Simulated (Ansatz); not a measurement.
# Ca interstitial in CaS

Method: DFT PBE, scalar-relativistic, plane waves, PAW (Ansatz 0.2.0). (420 eV cutoff, 2×2×2 k-mesh, shifted by half a step, Gaussian smearing of 0.01 eV, collinear spin in charge +1 alone)

Host crystal, relaxed:

```cif
data_structure
_symmetry_space_group_name_H-M 'P 1'
_symmetry_Int_Tables_number 1
_cell_length_a 4.0389
_cell_length_b 4.0389
_cell_length_c 4.0389
_cell_angle_alpha 60.000
_cell_angle_beta 60.000
_cell_angle_gamma 60.000
_cell_volume 46.59
loop_
_atom_site_label
_atom_site_type_symbol
_atom_site_fract_x
_atom_site_fract_y
_atom_site_fract_z
_atom_site_occupancy
Ca1 Ca 0.00000 0.00000 0.00000 1
S1 S 0.50000 0.50000 0.50000 1
```

Supercell of 32 atoms, rows in host cell vectors: 1 1 1; 1 1 -3; -3 1 1. Atoms relax at the host's cell, keeping the symmetry that the supercell leaves at the site. The cell is small, so energies carry finite-size errors of tenths of an eV. The host's Kohn–Sham gap is 2.38 eV. Atoms are taken from and returned to the elements' standard states.

Defect: Ca interstitial at (0.250, 0.250, 0.250) of the host cell.

**Question.** What is the formation energy of the neutral defect?

**Answer.** 4.24 eV.

**Question.** Does the neutral defect carry a moment, and how do its surroundings relax?

**Answer.** The neutral run had no spin polarisation, so a moment wasn't tested. The nearest neighbours before are 4 Ca at 2.47 Å, 4 S at 2.47 Å; after relaxation the atoms near the site are 4 S at 2.54 Å, 4 Ca at 2.90 Å; the largest move is 0.43 Å.